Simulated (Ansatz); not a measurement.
**O (C2/m): energy against the cell's spin moment**

The geometry is a structure from the Materials Project, held fixed and not relaxed.

Common settings: PBE, 10×10×8 k mesh, Fermi–Dirac smearing of 0.05 eV. PAW means Ansatz 0.2.0 on its default frozen-core files; LAPW is all-electron LAPW in Ansatz 0.2.0. Site moments are integrated in spheres about the atoms, whose radii differ between the methods.

Input of the first run:

```yaml
crystal:
  lattice:
    - [2.8514028533, -1.66241594, 0.0]
    - [2.8514028533, 1.66241594, 0.0]
    - [-2.3944914034, 0.0, 3.6470501824]
  atoms:
    - { symbol: O, position: [0.02545383, 0.02545383, 0.15557402], spin: 1.0 }
    - { symbol: O, position: [0.97454617, 0.97454617, 0.84442598], spin: 1.0 }
magnetization:
  spin_polarized: true
kpoints:
  mp_grid: { grid: [10, 10, 8] }
scf:
  occupations: { method: fermi_dirac, width: 0.05 }
  lower_state_search: "off"
hamiltonian:
  xc: pbe
  pseudopotentials: { kind: paw }
output:
  forces: true
  stress: true
  eigenvalues: true
  populations: true
  dos: { projected: true, de: 0.1, e_range: [-8, 5] }
  write_density: true
  write_potential: true
  elf: true
  volumetric_format: npy
```

Command: `ansatz run input.yaml --threads 1 --pin off --max-ram 3072MiB --backend cpu --events-out ev --progress --plain --runs-dir out`

The input for «total moment held at 2.4 μB» by PAW differs from it in these lines, output keys apart:

```diff
-    - { symbol: O, position: [0.02545383, 0.02545383, 0.15557402], spin: 1.0 }
-    - { symbol: O, position: [0.97454617, 0.97454617, 0.84442598], spin: 1.0 }
+    - { symbol: O, position: [0.02545383, 0.02545383, 0.15557402], spin: 1.2 }
+    - { symbol: O, position: [0.97454617, 0.97454617, 0.84442598], spin: 1.2 }
+  initial_magnetization: 2.4
+  spin_locking: { lock_magnetization: hard }
```

The input for «total moment held at 1 μB» by LAPW differs from it in these lines, output keys apart:

```diff
-    - { symbol: O, position: [0.02545383, 0.02545383, 0.15557402], spin: 1.0 }
-    - { symbol: O, position: [0.97454617, 0.97454617, 0.84442598], spin: 1.0 }
+    - { symbol: O, position: [0.02545383, 0.02545383, 0.15557402], spin: 0.5 }
+    - { symbol: O, position: [0.97454617, 0.97454617, 0.84442598], spin: 0.5 }
+  initial_magnetization: 1.0
+  spin_locking: { lock_magnetization: hard }
-  pseudopotentials: { kind: paw }
+  pseudopotentials: { kind: all_electron, lapw: { basis_error: 0.001 } }
```

Each run fixes M = N↑ − N↓ with two Fermi levels; the holding field B = (E_F↑ − E_F↓)/2μB is the slope of the free energy against M over μB. Energies count from each method's free run. The held moment starts on the atoms that carry the free run's moments.

The free PAW run: Site moments (μB): O1 0.56, O2 0.56. Cell moment 2.00 μB.

| M (μB/cell) | ΔF PAW (meV/cell) | ΔF LAPW (meV/cell) | B, PAW (T) | largest site moment, PAW (μB) | pressure, PAW (GPa) |
| --- | --- | --- | --- | --- | --- |
| 0.00 | +779.9 | +791.7 | – | 0.00 | -2.1 |
| 0.50 | +482.7 | +483.6 | +1865 | 0.14 | -0.7 |
| 1.00 | +461.2 | +465.7 | -3290 | 0.28 | -1.1 |
| 1.40 | +338.2 | +342.7 | -7358 | 0.40 | -0.8 |
| 1.70 | +184.9 | – | -10165 | 0.48 | -0.2 |
| 2.20 | +1162.1 | – | +102575 | 0.60 | ? |
| 2.40 | +2365.5 | +2364.9 | +105566 | 0.63 | 9.0 |
| 2.70 | +4224.7 | – | +108632 | 0.69 | ? |

Question: Fill in "pressure, PAW (GPa)" for the row "2.70".

Answer: 16.0.

Question: Fill in "pressure, PAW (GPa)" for the row "2.20".

Answer: 4.7.

Against an unpolarised PAW run, spin polarisation gains 389.9 meV per atom; the pressure goes from -2.1 to 0.7 GPa, the usual magnetovolume effect: the magnetic state wants the larger volume.

Question: Check μB·B = dF/dM between M = 1.40 and 1.70 μB with the PAW numbers.

Answer: ΔF/ΔM = -153.2 meV / 0.30 = -510.8 meV per μB, which is -8825 T with μB = 0.05788 meV/T. The mean of the two holding fields is -8762 T. The slope equals the mean of B over the step, so the two agree where B(M) is nearly straight between its ends, and here they lie within a tenth of each other.

Separate runs put a uniform field on the spins (g = 2):

| field (T) | M PAW (μB/cell) | M LAPW (μB/cell) |
| --- | --- | --- |
| 500 | 2.000 | 2.000 |
| 1000 | 2.000 | 2.000 |

The rows needn't lie on one branch: at M = 0 the run is unmagnetised, so slopes across such rows needn't follow B.

The Ansatz runs typed with the search for lower states off end where their start leads. None of this fixes the real material's magnetic order: only patterns that fit the cell were computed, at zero temperature, with a functional that can overstate moments.
